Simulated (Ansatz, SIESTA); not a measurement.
**La2O3: programs and potentials compared**

```
La O
1.0
     3.93078    0.00000    0.00000
    -1.96539    3.40415    0.00000
     0.00000    0.00000    6.11195
La O
2 3
Direct
  0.33333 0.66667 0.24624
  0.66667 0.33333 0.75376
  0.00000 0.00000 0.00000
  0.33333 0.66667 0.64589
  0.66667 0.33333 0.35411
```

The cell is a database's computed one, not the measured one.

Alike in all runs: task band structure; functional PBE; k mesh 8 × 8 × 5; occupations fermi-dirac, width 0.05 eV; no spin polarisation; no spin-orbit coupling. Pressure is positive in compression and, in plane waves, holds the error of the finite cutoff, which Ansatz's Pulay term estimates and takes out.

```csv
program and potentials,plane-wave cutoff (eV),notes,band gap (eV),pressure (GPa)
"Ansatz, Ansatz PAW",420,Pulay term of +0.43 GPa included,3.87,1.89
"SIESTA, files PseudoDojo sr-pbe-0.4.1-standard, DZP (energy shift 0.003 Ry; two zetas on semicore shells)",-,atomic basis,3.81,8.69
"Ansatz, all-electron LAPW, scalar-relativistic",-,-,?,?
```

Question: Estimate from the other rows what the run with Ansatz, all-electron LAPW, scalar-relativistic gave.

Answer: Band gap 3.88 eV; pressure 1.92 GPa. The other rows, which needn't bracket it: band gap 3.81 to 3.87; pressure 1.89 to 8.69.
